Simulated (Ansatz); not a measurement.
O (C2/m); volume scaled by 0.95.

```
O
1.0
     2.80306   -1.63423    0.00000
     2.80306    1.63423    0.00000
    -2.35390    0.00000    3.58522
O
2
Direct
  0.02545 0.02545 0.15557
  0.97455 0.97455 0.84443
```

The reference geometry is a structure from the Materials Project; nothing is relaxed.

Functional, mesh and filling: PBE, 10×10×8 k mesh, Fermi–Dirac smearing of 0.05 eV. PAW means Ansatz 0.2.0 on its default frozen-core files. Site moments are integrated in spheres about the atoms. Start moments (μB): O1 1, O2 1.

Iteration by iteration:

| iteration | Harris–Foulkes energy less the last (meV) | density residual (eV) | M (μB) | ∫|m| (μB) |
| --- | --- | --- | --- | --- |
| 1 | 148.054 | 6.1e-01 | 1.9998 | 2.0044 |
| 2 | 76.263 | 1.8e-01 | 2.0000 | 2.0257 |
| 3 | 78.207 | 5.6e-03 | 2.0000 | 2.0305 |
| 4 | 40.319 | 4.1e-04 | 2.0000 | 2.0314 |
| 5 | 20.521 | 1.1e-04 | 2.0000 | 2.0317 |
| 6 | 10.247 | 3.6e-05 | 2.0000 | 2.0319 |
| 7 | 0.003 | 9.3e-07 | 2.0000 | 2.0324 |
| 8 | 0.001 | 1.7e-07 | 2.0000 | 2.0325 |
| 9 | 0.000 | 1.1e-07 | 2.0000 | 2.0325 |
| 10 | 0.000 | 3.4e-11 | 2.0000 | 2.0325 |

Site moments (μB): O1 0.55, O2 0.55. Cell moment 2.00 μB.

The Ansatz runs typed with the search for lower states off end where their start leads. These are results for the start and cell typed. The real compound can order otherwise, in a larger cell, or not at all, since semilocal functionals at zero temperature often overstate magnetism.
